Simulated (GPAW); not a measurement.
The system is AlN.

```
Al N
1.0
     3.11300    0.00000    0.00000
    -1.55650    2.69594    0.00000
     0.00000    0.00000    4.98100
Al N
2 2
Direct
  0.66667 0.33333 0.50000
  0.33333 0.66667 0.00000
  0.66667 0.33333 0.88000
  0.33333 0.66667 0.38000
```

| Property | Result |
| --- | --- |
| Program | GPAW 26.7.0 |
| Task | relaxation of cell and atoms |
| Functional | RPBE |
| Potentials or basis | the program's PAW data sets (release 1.2.1) made for this functional |
| Cutoff | 800 eV |
| Basis | pw |
| k mesh | 7 × 7 × 5 |
| Occupations | fermi-dirac, width 0.05 eV |
| Spin | no spin polarisation |

At the start: pressure 8.4 GPa; volume 10.45 Å³/atom.

Task: Where does the relaxation end?

Result: Over 6 steps the energy falls by 13.0 meV/atom and the volume is 10.89 Å³/atom (+4.2 %); space group P6_3mc (No. 186, to 0.05 Å).

The path:
| step | energy change (eV) | largest force (eV/Å) | pressure (GPa) | volume (Å³) |
| --- | --- | --- | --- | --- |
| 1 | 0.0000 | 0.1421 | 8.36 | 41.80 |
| 2 | -0.0137 | 0.0781 | 7.07 | 42.05 |
| 3 | -0.0493 | 0.1131 | 1.03 | 43.31 |
| 4 | -0.0510 | 0.0880 | 0.33 | 43.47 |
| 5 | -0.0521 | 0.0282 | -0.11 | 43.57 |
| 6 | -0.0521 | 0.0055 | -0.06 | 43.56 |

Final structure:
```
Al N
1.0
     3.15521    0.00000    0.00000
    -1.57761    2.73249    0.00000
     0.00000    0.00000    5.05285
Al N
2 2
Direct
  0.66667 0.33333 0.49913
  0.33333 0.66667 0.99913
  0.66667 0.33333 0.88089
  0.33333 0.66667 0.38089
```

Caveat: later steps reuse the first step's grids.
